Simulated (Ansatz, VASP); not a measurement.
## Ag in VASP and in Ansatz

```
Ag
1.0
    -1.54768    1.54768    1.54768
     1.54768   -1.54768    1.54768
     1.54768    1.54768   -1.54768
Ag
1
Cartesian
  0.0000 0.0000 0.0000
```

Alike in both runs: task single point; functional LDA; k mesh 16 × 16 × 16; occupations fermi-dirac, width 0.1 eV; no spin polarisation.

|  | VASP | Ansatz |
| --- | --- | --- |
| version | VASP 6.6.1 | Ansatz 0.2.0 |
| potentials or method | VASP PAW LDA potentials, release 64 (Ag) | plane waves (420 eV) with PAW, scalar-relativistic |
| plane-wave cutoff (eV) | 520 | 420 |
| valence electrons in the cell | 11 | 19 |

Ansatz gave:

| Item | Value |
| --- | --- |
| pressure (GPa) | 14.2 |

Estimate VASP's values.

pressure (GPa): 14.3.

The two sets of potentials don't hold the same shells in valence. Ansatz warned: «pseudo_functional_mismatch».
